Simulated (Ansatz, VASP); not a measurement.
**PbS2 in VASP and in Ansatz**

```
CELL_PARAMETERS angstrom
0.00000 3.60370 3.60370
3.60370 0.00000 3.60370
3.60370 3.60370 0.00000
ATOMIC_POSITIONS crystal
Pb 0.00000 0.00000 0.00000
S 0.25000 0.25000 0.25000
S 0.75000 0.75000 0.75000
```

The cell comes from a database or a generator and needn't be the stable form of this composition.

Alike in both runs: task single point; functional LDA; k mesh 4 × 4 × 4; occupations gaussian, width 0.05 eV; no spin polarisation.

```csv
,VASP,Ansatz
version,VASP 6.6.1,Ansatz 0.2.0
potentials or method,"VASP PAW LDA potentials, release 64 (Pb_d, S)","scalar-relativistic, plane waves, PAW"
plane-wave cutoff (eV),520,420
valence electrons in the cell,26,26
```

```tsv
	VASP	Ansatz	Ansatz less VASP
gap on the k mesh at the Fermi level (eV)	none	none	-
pressure (GPa)	-8.2	-8.1	+0.10
```

A gap of «none» marks a metal or a gap that the smearing closes.

Caveats: the k mesh is coarse (spacing up to 0.38 Å⁻¹), so the values aren't converged. The runs have no spin-orbit coupling, so splittings on Pb are missing.
